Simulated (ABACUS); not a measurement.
Here is an ABACUS 3.10.1 calculation.

The input run_abacus.py:

```python
"""ABACUS run from a structure file: ASE reads it, the script writes STRU, KPT and INPUT."""
import re
import subprocess
from ase.io import read
from ase.units import Bohr

atoms = read("Au.cif")
atoms = atoms[(-atoms.numbers).argsort(kind="stable")]  # ABACUS lists atoms element by element
pseudo = {'Au': 'Au.upf'}
orbital = {'Au': 'Au_confined-atom_7au_3s2p2d1f.orb'}
magmoms = None
kmesh = [10, 10, 10]
params = {
    'suffix': 'Au',
    'calculation': 'scf',
    'basis_type': 'lcao',
    'pseudo_dir': './',
    'orbital_dir': './',
    'symmetry': 1,
    'dft_functional': 'GGA_X_B88+GGA_C_LYP',
    'ecutwfc': 100,
    'pseudo_rcut': 10,
    'nspin': 1,
    'nbands': 20,
    'ks_solver': 'genelpa',
    'smearing_method': 'fd',
    'smearing_sigma': 0.00367493,
    'scf_thr': 1e-07,
    'scf_nmax': 100,
    'mixing_type': 'broyden',
    'mixing_beta': 0.7,
    'cal_force': 1,
    'cal_stress': 1,
    'out_mul': 1,
    'out_chg': 1,
}

symbols = atoms.get_chemical_symbols()
elements = list(dict.fromkeys(symbols))
lines = ["ATOMIC_SPECIES"] + [f"{e} {atoms.get_masses()[symbols.index(e)]:.4f} {pseudo[e]}" for e in elements]
if orbital:
    lines += ["", "NUMERICAL_ORBITAL"] + [orbital[e] for e in elements]
lines += ["", "LATTICE_CONSTANT", f"{1 / Bohr:.10f}", "", "LATTICE_VECTORS"]
lines += [" ".join(f"{x:.10f}" for x in v) for v in atoms.cell]
lines += ["", "ATOMIC_POSITIONS", "Direct"]
for e in elements:
    lines += ["", e, "0.0", str(symbols.count(e))]
    for i, p in enumerate(atoms.get_scaled_positions(wrap=False)):
        if symbols[i] == e:
            mag = "" if magmoms is None else " mag " + " ".join(str(x) for x in (magmoms[i] if isinstance(magmoms[i], list) else [magmoms[i]]))
            lines.append(" ".join(f"{x:.10f}" for x in p) + " 1 1 1" + mag)
open("STRU", "w").write("\n".join(lines) + "\n")
open("KPT", "w").write("K_POINTS\n0\nGamma\n%d %d %d 0 0 0\n" % tuple(kmesh))
open("INPUT", "w").write("INPUT_PARAMETERS\n" + "".join(f"{k:<20s}{v}\n" for k, v in params.items()))

done = subprocess.run(['mpirun', '-np', '4', 'abacus'])
if done.returncode:
    raise SystemExit(done.returncode)
log = open("OUT.Au/running_scf.log").read()
print("final energy (eV):", re.findall(r"FINAL_ETOT_IS (\S+)", log))
```

Contents of Au.cif:

```cif
data_Au
_cell_length_a 2.87792460
_cell_length_b 2.87792460
_cell_length_c 2.87792460
_cell_angle_alpha 60.00000000
_cell_angle_beta 60.00000000
_cell_angle_gamma 60.00000000
_space_group_name_H-M_alt 'P1'
_space_group_name_Hall 'P 1'
_space_group_IT_number 1
loop_
_space_group_symop_operation_xyz
'x,y,z'
loop_
_atom_site_label
_atom_site_type_symbol
_atom_site_symmetry_multiplicity
_atom_site_Wyckoff_symbol
_atom_site_fract_x
_atom_site_fract_y
_atom_site_fract_z
_atom_site_occupancy
Au1 Au 1 a 0.0000000000 0.0000000000 0.0000000000 1
```

Potentials or basis: PseudoDojo NC SR 0.5 PBE stringent, DZP LCAO (the cutoffs set its grid).

Run with:

```console
$ OMP_NUM_THREADS=1 python run_abacus.py > log
```

Q: Estimate the pressure.

A: 24.3 GPa.

Q: Predict the band gap on the k mesh.

A: None (metal or under the smearing width).

Caveat: the atomic orbitals were generated for these runs and aren't a published set; so large a pressure means that the cell lies far from this level's equilibrium, or that cutoff or potentials fall short; the potentials were made for another functional, which shifts forces and pressure; the basis of atomic orbitals isn't converged, which shifts pressures, moduli and gaps. Spin-orbit coupling is left out, which matters for the levels of Au.
